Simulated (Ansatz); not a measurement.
Runs of Ansatz 0.2.0 on MnS. Symmetry: F-43m, No. 216, cubic system. The conventional cell has a = 4.947 Å, b = 4.947 Å, c = 4.947 Å, α = 90.00°, β = 90.00°, γ = 90.00°. Mn (site symmetry -43m) has 4 S at 2.14 Å as nearest neighbours. S (site symmetry -43m) has 4 Mn at 2.14 Å as nearest neighbours. The cell is a database's computed one.

| level | gap on the mesh (eV) | pressure (GPa) | moment (μB) | relaxed volume (Å³/atom) |
| --- | --- | --- | --- | --- |
| r2SCAN+rVV10 | 0.65 | 0.0 | 5.00 | 22.25 |
| r2SCAN+D3(BJ)-ATM | 0.68 | 0.0 | 5.00 | (c) |
| r2SCAN+D4 | (a) | 0.0 | 5.00 | 22.25 |
| r2SCAN+D3(BJ) | 0.66 | 0.0 | 5.00 | 22.15 |
| r2SCAN | 0.76 | 0.0 | 5.00 | (b) |

Alike in all rows: task relaxation of cell and atoms; potentials or basis Ansatz PAW; spin collinear, ferromagnetic start; cell relaxed; k mesh 9 × 9 × 9; cutoff (eV) 500; smearing fermi-dirac 0.05 eV.

Question: Fill in the values left out.

Answer: (a) 0.69; (b) 22.51; (c) 22.23.

Caveats: the magnetic or orbital state may not be the lowest; the volume moved by over 15 % at a fixed basis, so the end points are rough; odd divisions of the mesh miss points on the zone boundary, where band edges often lie, so the gap on the mesh can be too wide; the plane-wave basis is chosen anew once the cell has moved, so the energies of steps on either side of that aren't comparable; a cell with one magnetic atom can't hold antiferromagnetic order, which such compounds often take; the PAW data sets come from PBE, with cores solved anew for the run's functional, which leaves a small shift of forces and pressure; the dispersion damping was fitted for another functional or another form of the correction (some runs).

A k mesh can miss the band edges.
